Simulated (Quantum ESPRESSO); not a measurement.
Runs of Quantum ESPRESSO 7.5 on Rb. Symmetry: Im-3m, No. 229, cubic system. The conventional cell has a = 5.605 Å, b = 5.605 Å, c = 5.605 Å, α = 90.00°, β = 90.00°, γ = 90.00°. 

| task | level | potentials or basis | spin | cutoff (eV) | form of the LDA correlation | gap on the mesh (eV) | pressure (GPa) |
| --- | --- | --- | --- | --- | --- | --- | --- |
| band structure | PBEsol | PseudoDojo 0.4.1 SR PBEsol standard | off | 626 | - | none | -0.1 |
| band structure | PBE | PseudoDojo 0.4 FR PBE standard | SOC, no magnetisation | 626 | - | none | 0.1 |
| band structure | LDA | PseudoDojo 0.4.1 SR LDA standard | off | 571 | PW92 | none | (a) |
| band structure | PBE | PseudoDojo 0.4.1 SR PBE standard | off | 626 | - | none | 0.1 |

Alike in all rows: cell as given; k mesh 7 × 7 × 7; smearing fermi-dirac 0.05 eV.

**Question.** Estimate the missing entries.

**Answer.** (a) -0.4.

Caveats: some levels on the path didn't converge (some runs).

A k mesh can miss the band edges, and rows without SOC leave out spin-orbit coupling on Rb.

A gap of «none» marks a metal or a gap under the smearing width.
